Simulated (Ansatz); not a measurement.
L1₀ (CuAu-type) CoPt was calculated with r²SCAN (Ansatz, a program for electronic structure, plane waves, PAW).

Run with plane-wave cutoff 560 eV, 20×20×16 k mesh (along the axes of the cell as run), Fermi–Dirac smearing 0.05 eV, spin-polarised with parallel moments, scalar-relativistic PAW data made under PBE.

Properties against volume:

Shape and atoms are relaxed at each volume.

```
V (Å³/atom)  P (GPa)  moment (μB per cell of 2 atoms)  c (Å)  a (Å)
-----------  -------  -------------------------------  -----  -----
12.822         10.28                             2.42  3.667  2.644
13.089          4.82                             2.44  3.700  2.660
13.356          0.00                             2.45  3.732  2.675
13.623         -4.29                             2.46  3.762  2.691
13.891         -8.11                             2.47  3.792  2.707
```
